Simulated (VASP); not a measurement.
Crystal: CaSe.

```
Ca Se
1.0
     0.00000    3.30000    3.30000
     3.30000    0.00000    3.30000
     3.30000    3.30000    0.00000
Ca Se
1 1
Direct
  0.00000 0.00000 0.00000
  0.75000 0.75000 0.75000
```

The cell comes from a database or a generator and needn't be the stable form of this composition.

Base run:

- Program: VASP 6.6.1
- Functional: PBE
- Potentials or basis: VASP PAW PBE potentials, release 64 (Ca_sv, Se)
- Cutoff: 520 eV
- k mesh: 4 × 4 × 4
- Occupations: gaussian, width 0.01 eV
- Spin: no spin polarisation

Its results: band gap on the k mesh 3.14 eV, indirect (least direct gap 3.24 eV); pressure -0.1 GPa.

Problem. The run is repeated on the same cell with these changes: k mesh from 4 × 4 × 4 to 2 × 2 × 2. What comes out?

Solution. Band gap on the k mesh 3.15 eV, indirect (least direct gap 3.23 eV); pressure 0.4 GPa.

Caveats: some runs use coarse meshes.

A k mesh can miss the band edges.
